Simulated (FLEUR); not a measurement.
## MnO under changes of volume

One of the cells (10.999 Å³/atom); the others are scaled copies at fixed shape and fractional positions:

```
Mn O
1.0
     0.00000    2.22391    2.22391
     2.22391    0.00000    2.22391
     2.22391    2.22391    0.00000
Mn O
1 1
Direct
  0.00000 0.00000 0.00000
  0.50000 0.50000 0.50000
```

The cell is a database's computed one.

* Program: FLEUR MaX-R8.1 (later development tree)
* Functional: LDA
* Potentials or basis: all-electron
* Basis: FLAPW
* Kmax: 4.58 1/bohr
* k mesh: 10 × 10 × 10
* Occupations: fermi-dirac, width 0.05 eV
* Spin: collinear spin, ferromagnetic start
* Starting moments: [4.0, 0.0] μB

| volume (Å³/atom) | energy over the lowest point (meV/atom) | moment (μB per cell) |
| --- | --- | --- |
| 10.339 | 0.00 | 4.37 |
| 10.559 | 18.39 | 4.46 |
| 10.999 | 60.39 | 4.61 |
| 11.439 | 108.54 | 4.75 |
| 11.659 | ? | ? |

**Question.** What does the run at 11.659 Å³/atom give?

**Answer.** Energy over the lowest point 134.16 meV/atom; moment 4.79 μB per cell.

Worked out: A Birch-Murnaghan fit of order 2 (a polynomial in V^(-2/3)) to the other rows has no minimum within the range. It gives 134.39 meV/atom at 11.659 Å³/atom, against the run's 134.16. A straight line through the other rows of the moment, of slope 0.343 μB per Å³/atom, extrapolates to 4.83 μB, against the run's 4.79.

Energies are extrapolated to zero smearing.

Caveats: a cell with one magnetic atom can't hold antiferromagnetic order, which such compounds often take.
